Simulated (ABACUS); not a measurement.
**Na under changes of volume**

One of the cells (39.256 Å³/atom); the others are scaled copies at fixed shape and fractional positions:

```
Na
1.0
    -2.14100    2.14100    2.14100
     2.14100   -2.14100    2.14100
     2.14100    2.14100   -2.14100
Na
1
Direct
  0.00000 0.00000 0.00000
```

| Quantity | Value |
| --- | --- |
| Program | ABACUS 3.10.1 |
| Functional | PBE |
| Potentials or basis | PseudoDojo NC SR 0.4.1 PBE standard |
| Cutoff | 1361 eV |
| Density cutoff | 5442 eV |
| Basis | TZDP LCAO (the cutoffs set its grid) |
| k mesh | 9 × 9 × 9 |
| Occupations | fermi-dirac, width 0.05 eV |
| Spin | no spin polarisation |

| volume (Å³/atom) | energy over the lowest point (meV/atom) | pressure (GPa) |
| --- | --- | --- |
| 36.901 | 0.00 | 0.0 |
| 37.686 | 0.24 | -0.2 |
| 38.471 | 1.58 | -0.3 |
| 39.256 | 3.27 | -0.4 |
| 40.041 | 5.71 | -0.5 |
| 40.827 | 8.75 | -0.7 |
| 41.612 | ? | ? |

Problem. What does the run at 41.612 Å³/atom give?

Solution. Energy over the lowest point 12.17 meV/atom; pressure -0.7 GPa.

Worked out: A Birch-Murnaghan fit of order 3 (a polynomial in V^(-2/3)) to the other rows has its minimum at 36.96 Å³/atom with B0 = V·E''(V) = 8.4 GPa and B' = 4.6. It gives 12.21 meV/atom at 41.612 Å³/atom, against the run's 12.17, and -dE/dV = -0.8 GPa, against -0.7.

Energies are extrapolated to zero smearing.

Caveats: the atomic orbitals were generated for these runs and aren't a published set; the basis of atomic orbitals isn't converged, which shifts pressures, moduli and gaps.
